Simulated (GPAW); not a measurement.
# BeTe (F-43m) in GPAW: further runs

Aim: see how the results for BeTe move with the level of theory and the settings. Levels: PBEsol, RPBE. Tasks: relaxation of cell and atoms.

All numbers are computed with GPAW 26.7.0; they aren't measurements. Logs are shortened: lines on timing, memory, paths and dates and some standing lists are left out, and cuts for length are marked. The log counts tension as positive stress, the text compression.

### Step 1. Starting point

It takes space group F-43m (No. 216, cubic). The conventional cell has a = 5.540 Å, b = 5.540 Å, c = 5.540 Å, α = 90.00°, β = 90.00°, γ = 90.00°. Around Te (site symmetry -43m) lie 4 Be at 2.40 Å. Be (site symmetry -43m) has 4 Te at 2.40 Å as nearest neighbours.

### Step 2. Relaxation of cell and atoms, PBEsol

run.py

```python
from ase.filters import FrechetCellFilter
from ase.io import read, write
from ase.optimize import FIRE
from gpaw import GPAW, PW, setup_paths

setup_paths.insert(0, '.')

atoms = read('BeTe.xyz')

calc = GPAW(mode=PW(800),
            xc='PBEsol',
            kpts={'size': (8, 8, 8), 'gamma': True},
            occupations={'name': 'fermi-dirac', 'width': 0.05},
            nbands=11,
            convergence={'density': 1e-05, 'forces': 0.0001},
            maxiter=150,
            txt='gpaw.txt')
atoms.calc = calc
opt = FIRE(FrechetCellFilter(atoms), trajectory='relax.traj', logfile='-')
done = opt.run(fmax=0.02, steps=100)
calc.write('gs.gpw')
write('result.traj', atoms)
print('Converged:', done)
print('Cell:', atoms.cell.cellpar().round(4))
print('Volume:', round(atoms.get_volume(), 4))
print(atoms.get_scaled_positions().round(5))
```

BeTe.xyz

```xyz
2
Lattice="0.0000000000 2.7700000000 2.7700000000 2.7700000000 0.0000000000 2.7700000000 2.7700000000 2.7700000000 0.0000000000" Properties=species:S:1:pos:R:3 pbc="T T T"
Te     4.1550000000      4.1550000000      4.1550000000
Be     0.0000000000      0.0000000000      0.0000000000
```

Potentials or basis: PAW data sets generated in the run's folder for this functional, pw.

The run is started by

```
gpaw-setup -f PBEsol Be Te
OMP_NUM_THREADS=1 python run.py
```

gpaw.txt:

```text
__  _  _
 | _ |_)|_||  |
 |__||  | ||/\| - 26.7.0

Input parameters:
  mode=PW(ecut=800.0),
  convergence={'density': 1e-05, 'forces': 0.0001},
  kpts=MonkhorstPack(size=(8, 8, 8), gamma=True),
  maxiter=150,
  nbands=11,
  occupations=Occupations(name='fermi-dirac', width=0.05),
  xc=XC(name='PBEsol')

Diagonalizing LCAO Hamiltonian
Converting LCAO to pw mode

                    Te

       Be

Atoms  # Å, Bohr magnetons
|   | symbol |        x |        y |        z |    initial magnetic moments |
|---|--------|----------|----------|----------|-----------------------------|
| 0 |     Te | 4.155000 | 4.155000 | 4.155000 | ( 0.0000,  0.0000,  0.0000) |
| 1 |     Be | 0.000000 | 0.000000 | 0.000000 | ( 0.0000,  0.0000,  0.0000) |

Unit cell  # Å
| periodic |        x |        y |        z |  lengths |    angles |
|----------|----------|----------|----------|----------|-----------|
|      yes | 0.000000 | 2.770000 | 2.770000 | 3.917372 | 60.000000 |
|      yes | 2.770000 | 0.000000 | 2.770000 | 3.917372 | 60.000000 |
|      yes | 2.770000 | 2.770000 | 0.000000 | 3.917372 | 60.000000 |

Number of symmetries: 24
Symmetry operations  # r_c * U_cc + t_c -> r_c
|    | kind |            matrix            |
|----|------|------------------------------|
|  0 |  E   |  1, 0, 0,  0, 1, 0,  0, 0, 1 |
|  1 |  σ   |  1, 0, 0,  0, 0, 1,  0, 1, 0 |
|  2 |  σ   |  1, 0,-1,  0, 1,-1,  0, 0,-1 |
|  3 |  C3  |  1, 0,-1,  0, 0,-1,  0, 1,-1 |
|  4 |  C3  |  1,-1, 0,  0,-1, 1,  0,-1, 0 |
|  5 |  σ   |  1,-1, 0,  0,-1, 0,  0,-1, 1 |
|  6 |  σ   |  0, 1, 0,  1, 0, 0,  0, 0, 1 |
|  7 |  C3  |  0, 1, 0,  0, 0, 1,  1, 0, 0 |
|  8 |  C2  |  0, 1,-1,  1, 0,-1,  0, 0,-1 |
|  9 |  S4  |  0, 1,-1,  0, 0,-1,  1, 0,-1 |
| 10 |  C3  |  0, 0, 1,  1, 0, 0,  0, 1, 0 |
| 11 |  σ   |  0, 0, 1,  0, 1, 0,  1, 0, 0 |
| 12 |  S4  |  0, 0,-1,  1, 0,-1,  0, 1,-1 |
| 13 |  C3  |  0, 0,-1,  0, 1,-1,  1, 0,-1 |
[... 197 lines left out ...]
Stress tensor  # eV/Ang^3
|         x |         y |         z |
|-----------|-----------|-----------|
| -0.013232 |  0.000000 |  0.000000 |
|  0.000000 | -0.013232 |  0.000000 |
|  0.000000 |  0.000000 | -0.013232 |

Forces  # eV/Ang
|       x |       y |        z |
|---------|---------|----------|
| 0.00000 | 0.00000 | -0.00000 |  # Te   0
| 0.00000 | 0.00000 |  0.00000 |  # Be   1

Interpolating wave functions to new cell

                    Te

       Be

Atoms  # Å, Bohr magnetons
|   | symbol |         x |        y |        z |    initial magnetic moments |
|---|--------|-----------|----------|----------|-----------------------------|
| 0 |     Te |  4.160847 | 4.160847 | 4.160847 | ( 0.0000,  0.0000,  0.0000) |
| 1 |     Be | -0.000000 | 0.000000 | 0.000000 | ( 0.0000,  0.0000,  0.0000) |

Unit cell  # Å
| periodic |         x |         y |         z |  lengths |    angles |
|----------|-----------|-----------|-----------|----------|-----------|
|      yes | -0.000000 |  2.773898 |  2.773898 | 3.922884 | 60.000000 |
|      yes |  2.773898 | -0.000000 |  2.773898 | 3.922884 | 60.000000 |
|      yes |  2.773898 |  2.773898 | -0.000000 | 3.922884 | 60.000000 |

Number of symmetries: 24
Symmetry operations  # r_c * U_cc + t_c -> r_c
|    | kind |            matrix            |
|----|------|------------------------------|
|  0 |  E   |  1, 0, 0,  0, 1, 0,  0, 0, 1 |
|  1 |  σ   |  1, 0, 0,  0, 0, 1,  0, 1, 0 |
|  2 |  σ   |  1, 0,-1,  0, 1,-1,  0, 0,-1 |
|  3 |  C3  |  1, 0,-1,  0, 0,-1,  0, 1,-1 |
|  4 |  C3  |  1,-1, 0,  0,-1, 1,  0,-1, 0 |
|  5 |  σ   |  1,-1, 0,  0,-1, 0,  0,-1, 1 |
|  6 |  σ   |  0, 1, 0,  1, 0, 0,  0, 0, 1 |
|  7 |  C3  |  0, 1, 0,  0, 0, 1,  1, 0, 0 |
|  8 |  C2  |  0, 1,-1,  1, 0,-1,  0, 0,-1 |
|  9 |  S4  |  0, 1,-1,  0, 0,-1,  1, 0,-1 |
| 10 |  C3  |  0, 0, 1,  1, 0, 0,  0, 1, 0 |
| 11 |  σ   |  0, 0, 1,  0, 1, 0,  1, 0, 0 |
| 12 |  S4  |  0, 0,-1,  1, 0,-1,  0, 1,-1 |
| 13 |  C3  |  0, 0,-1,  0, 1,-1,  1, 0,-1 |
[... 214 lines left out ...]
Atoms  # Å, Bohr magnetons
|   | symbol |         x |        y |         z |    initial magnetic moments |
|---|--------|-----------|----------|-----------|-----------------------------|
| 0 |     Te |  4.171788 | 4.171788 |  4.171788 | ( 0.0000,  0.0000,  0.0000) |
| 1 |     Be | -0.000000 | 0.000000 | -0.000000 | ( 0.0000,  0.0000,  0.0000) |

Unit cell  # Å
| periodic |        x |        y |         z |  lengths |    angles |
|----------|----------|----------|-----------|----------|-----------|
|      yes | 0.000000 | 2.781192 |  2.781192 | 3.933200 | 60.000000 |
|      yes | 2.781192 | 0.000000 |  2.781192 | 3.933200 | 60.000000 |
|      yes | 2.781192 | 2.781192 | -0.000000 | 3.933200 | 60.000000 |

Number of symmetries: 24
Symmetry operations  # r_c * U_cc + t_c -> r_c
|    | kind |            matrix            |
|----|------|------------------------------|
|  0 |  E   |  1, 0, 0,  0, 1, 0,  0, 0, 1 |
|  1 |  σ   |  1, 0, 0,  0, 0, 1,  0, 1, 0 |
|  2 |  σ   |  1, 0,-1,  0, 1,-1,  0, 0,-1 |
|  3 |  C3  |  1, 0,-1,  0, 0,-1,  0, 1,-1 |
|  4 |  C3  |  1,-1, 0,  0,-1, 1,  0,-1, 0 |
|  5 |  σ   |  1,-1, 0,  0,-1, 0,  0,-1, 1 |
|  6 |  σ   |  0, 1, 0,  1, 0, 0,  0, 0, 1 |
|  7 |  C3  |  0, 1, 0,  0, 0, 1,  1, 0, 0 |
|  8 |  C2  |  0, 1,-1,  1, 0,-1,  0, 0,-1 |
|  9 |  S4  |  0, 1,-1,  0, 0,-1,  1, 0,-1 |
| 10 |  C3  |  0, 0, 1,  1, 0, 0,  0, 1, 0 |
| 11 |  σ   |  0, 0, 1,  0, 1, 0,  1, 0, 0 |
| 12 |  S4  |  0, 0,-1,  1, 0,-1,  0, 1,-1 |
| 13 |  C3  |  0, 0,-1,  0, 1,-1,  1, 0,-1 |
[... 215 lines left out ...]
Atoms  # Å, Bohr magnetons
|   | symbol |         x |        y |         z |    initial magnetic moments |
|---|--------|-----------|----------|-----------|-----------------------------|
| 0 |     Te |  4.186424 | 4.186424 |  4.186424 | ( 0.0000,  0.0000,  0.0000) |
| 1 |     Be | -0.000000 | 0.000000 | -0.000000 | ( 0.0000,  0.0000,  0.0000) |

Unit cell  # Å
| periodic |         x |        y |        z |  lengths |    angles |
|----------|-----------|----------|----------|----------|-----------|
|      yes | -0.000000 | 2.790949 | 2.790949 | 3.946999 | 60.000000 |
|      yes |  2.790949 | 0.000000 | 2.790949 | 3.946999 | 60.000000 |
|      yes |  2.790949 | 2.790949 | 0.000000 | 3.946999 | 60.000000 |

Number of symmetries: 24
Symmetry operations  # r_c * U_cc + t_c -> r_c
|    | kind |            matrix            |
|----|------|------------------------------|
|  0 |  E   |  1, 0, 0,  0, 1, 0,  0, 0, 1 |
|  1 |  σ   |  1, 0, 0,  0, 0, 1,  0, 1, 0 |
|  2 |  σ   |  1, 0,-1,  0, 1,-1,  0, 0,-1 |
|  3 |  C3  |  1, 0,-1,  0, 0,-1,  0, 1,-1 |
|  4 |  C3  |  1,-1, 0,  0,-1, 1,  0,-1, 0 |
|  5 |  σ   |  1,-1, 0,  0,-1, 0,  0,-1, 1 |
|  6 |  σ   |  0, 1, 0,  1, 0, 0,  0, 0, 1 |
|  7 |  C3  |  0, 1, 0,  0, 0, 1,  1, 0, 0 |
|  8 |  C2  |  0, 1,-1,  1, 0,-1,  0, 0,-1 |
|  9 |  S4  |  0, 1,-1,  0, 0,-1,  1, 0,-1 |
| 10 |  C3  |  0, 0, 1,  1, 0, 0,  0, 1, 0 |
| 11 |  σ   |  0, 0, 1,  0, 1, 0,  1, 0, 0 |
| 12 |  S4  |  0, 0,-1,  1, 0,-1,  0, 1,-1 |
| 13 |  C3  |  0, 0,-1,  0, 1,-1,  1, 0,-1 |
[... 215 lines left out ...]
Atoms  # Å, Bohr magnetons
|   | symbol |         x |        y |         z |    initial magnetic moments |
|---|--------|-----------|----------|-----------|-----------------------------|
| 0 |     Te |  4.202901 | 4.202901 |  4.202901 | ( 0.0000,  0.0000,  0.0000) |
| 1 |     Be | -0.000000 | 0.000000 | -0.000000 | ( 0.0000,  0.0000,  0.0000) |

Unit cell  # Å
| periodic |         x |         y |        z |  lengths |    angles |
|----------|-----------|-----------|----------|----------|-----------|
|      yes | -0.000000 |  2.801934 | 2.801934 | 3.962533 | 60.000000 |
|      yes |  2.801934 | -0.000000 | 2.801934 | 3.962533 | 60.000000 |
|      yes |  2.801934 |  2.801934 | 0.000000 | 3.962533 | 60.000000 |

Number of symmetries: 24
Symmetry operations  # r_c * U_cc + t_c -> r_c
|    | kind |            matrix            |
|----|------|------------------------------|
|  0 |  E   |  1, 0, 0,  0, 1, 0,  0, 0, 1 |
|  1 |  σ   |  1, 0, 0,  0, 0, 1,  0, 1, 0 |
|  2 |  σ   |  1, 0,-1,  0, 1,-1,  0, 0,-1 |
|  3 |  C3  |  1, 0,-1,  0, 0,-1,  0, 1,-1 |
|  4 |  C3  |  1,-1, 0,  0,-1, 1,  0,-1, 0 |
|  5 |  σ   |  1,-1, 0,  0,-1, 0,  0,-1, 1 |
|  6 |  σ   |  0, 1, 0,  1, 0, 0,  0, 0, 1 |
|  7 |  C3  |  0, 1, 0,  0, 0, 1,  1, 0, 0 |
|  8 |  C2  |  0, 1,-1,  1, 0,-1,  0, 0,-1 |
|  9 |  S4  |  0, 1,-1,  0, 0,-1,  1, 0,-1 |
| 10 |  C3  |  0, 0, 1,  1, 0, 0,  0, 1, 0 |
| 11 |  σ   |  0, 0, 1,  0, 1, 0,  1, 0, 0 |
| 12 |  S4  |  0, 0,-1,  1, 0,-1,  0, 1,-1 |
| 13 |  C3  |  0, 0,-1,  0, 1,-1,  1, 0,-1 |
[... 189 lines left out ...]
Gap: 1.835 eV
Transition (v -> c):
  (s=0, k=0, n=3, [0.00, 0.00, 0.00]) -> (s=0, k=24, n=4, [0.50, 0.50, 0.00])
Direct/indirect transitions are different
Direct gap: 3.613 eV
Transition at: (s=0, k=0, n=3, [0.00, 0.00, 0.00])

Stress tensor  # eV/Ang^3
|         x |         y |        z |
|-----------|-----------|----------|
|  0.000621 | -0.000000 | 0.000000 |
| -0.000000 |  0.000621 | 0.000000 |
|  0.000000 |  0.000000 | 0.000621 |

Forces  # eV/Ang
|       x |       y |        z |
|---------|---------|----------|
| 0.00000 | 0.00000 | -0.00000 |  # Te   0
| 0.00000 | 0.00000 | -0.00000 |  # Be   1

# Writing to gs.gpw (mode='')
```

Wall time 2.2 min (1 thread of AMD EPYC, shared host); peak memory 0.2 GiB.

What came out:

| Property | Result |
| --- | --- |
| Free energy | -8.2766 eV |
| Relaxed volume | 22.00 Å³/atom |
| Relaxed cell | a = 3.963 Å, b = 3.963 Å, c = 3.963 Å, α = 60.00°, β = 60.00°, γ = 60.00° |
| Space group after relaxing (to 0.05 Å) | F-43m (No. 216) |
| Energy gained by relaxing | 4.6 meV/atom |
| Ionic steps | 5 |
| Pressure after relaxing | -0.1 GPa |
| Band gap on the k mesh | 1.84 eV, indirect (least direct gap 3.61 eV) |

Step by step:
```
step  energy change (eV)  largest force (eV/Å)  pressure (GPa)  volume (Å³)
   1              0.0000                0.0000            2.12        42.51
   2             -0.0022                0.0000            1.83        42.69
   3             -0.0055                0.0000            1.30        43.03
   4             -0.0083                0.0000            0.63        43.48
   5             -0.0091                0.0000           -0.10        44.00
```

Final structure:
```
Te Be
1.0
     0.00000    2.80193    2.80193
     2.80193    0.00000    2.80193
     2.80193    2.80193    0.00000
Te Be
1 1
Direct
  0.75000 0.75000 0.75000
  0.00000 0.00000 0.00000
```

Caveat: later steps reuse the first step's grids; spin-orbit coupling is left out, which moves the levels of the heavy elements. As with any semilocal functional, this PBEsol gap is likely too small.

### Step 3. Relaxation of cell and atoms, RPBE

run.py

```python
from ase.filters import FrechetCellFilter
from ase.io import read, write
from ase.optimize import LBFGS
from gpaw import GPAW, PW

atoms = read('POSCAR')

calc = GPAW(mode=PW(800),
            xc='RPBE',
            kpts={'size': (8, 8, 8), 'gamma': True},
            occupations={'name': 'fermi-dirac', 'width': 0.05},
            nbands=11,
            convergence={'density': 1e-05, 'forces': 0.0001},
            maxiter=150,
            txt='gpaw.txt')
atoms.calc = calc
opt = LBFGS(FrechetCellFilter(atoms), trajectory='relax.traj', logfile='-')
done = opt.run(fmax=0.02, steps=60)
calc.write('gs.gpw')
write('result.traj', atoms)
print('Converged:', done)
print('Cell:', atoms.cell.cellpar().round(4))
print('Volume:', round(atoms.get_volume(), 4))
print(atoms.get_scaled_positions().round(5))
```

POSCAR

```
BeTe
1.0
    0.0000000000      2.7700000000      2.7700000000
    2.7700000000      0.0000000000      2.7700000000
    2.7700000000      2.7700000000      0.0000000000
Te Be
1 1
Direct
    0.7500000000      0.7500000000      0.7500000000
    0.0000000000      0.0000000000      0.0000000000
```

Potentials or basis: the program's PAW data sets (release 1.2.1) made for this functional, pw.

The run is started by

```
OMP_NUM_THREADS=1 python run.py
```

It took 1.8 min on 1 thread of AMD EPYC, shared host; peak memory 0.2 GiB.

The run converged. Its results:

```
Free energy                            : -7.0335 eV
Relaxed volume                         : 23.39 Å³/atom
Relaxed cell                           : a = 4.045 Å, b = 4.045 Å, c = 4.045 Å, α = 60.00°, β = 60.00°, γ = 60.00°
Space group after relaxing (to 0.05 Å) : F-43m (No. 216)
Energy gained by relaxing              : 38.4 meV/atom
Ionic steps                            : 4
Pressure after relaxing                : 0.0 GPa
Band gap on the k mesh                 : 2.19 eV, indirect (least direct gap 3.59 eV)
```

Step by step:
| step | energy change (eV) | largest force (eV/Å) | pressure (GPa) | volume (Å³) |
| --- | --- | --- | --- | --- |
| 1 | 0.0000 | 0.0000 | 6.19 | 42.51 |
| 2 | -0.0261 | 0.0000 | 4.89 | 43.26 |
| 3 | -0.0764 | 0.0000 | 0.37 | 46.49 |
| 4 | -0.0768 | 0.0000 | 0.03 | 46.79 |

Final structure:
```cif
data_structure
_symmetry_space_group_name_H-M 'P 1'
_symmetry_Int_Tables_number 1
_cell_length_a 4.0446
_cell_length_b 4.0446
_cell_length_c 4.0446
_cell_angle_alpha 60.000
_cell_angle_beta 60.000
_cell_angle_gamma 60.000
_cell_volume 46.79
loop_
_atom_site_label
_atom_site_type_symbol
_atom_site_fract_x
_atom_site_fract_y
_atom_site_fract_z
_atom_site_occupancy
Te1 Te 0.75000 0.75000 0.75000 1
Be1 Be 0.00000 0.00000 0.00000 1
```

Levels at points of the mesh, in eV from the valence-band top:
| k point | band 1 | band 2 | band 3 | band 4 | band 5 | band 6 | band 7 |
| --- | --- | --- | --- | --- | --- | --- | --- |
| (0.00, 0.00, 0.00) | -11.96 | 0.00 | 0.00 | 0.00 | 3.59 | 3.69 | 3.69 |
| (0.50, 0.50, 0.00) | -10.27 | -4.87 | -2.47 | -2.47 | 2.19 | 2.79 | 9.52 |
| (0.50, 0.50, 0.50) | -10.72 | -5.23 | -1.06 | -1.06 | 3.02 | 4.66 | 4.66 |

Caveat: later steps reuse the first step's grids; spin-orbit coupling is left out, which moves the levels of the heavy elements; the volume moved by +10 % from the deposited cell, more than functionals usually miss. Expect the measured gap to be larger: semilocal functionals such as RPBE lack the derivative discontinuity.
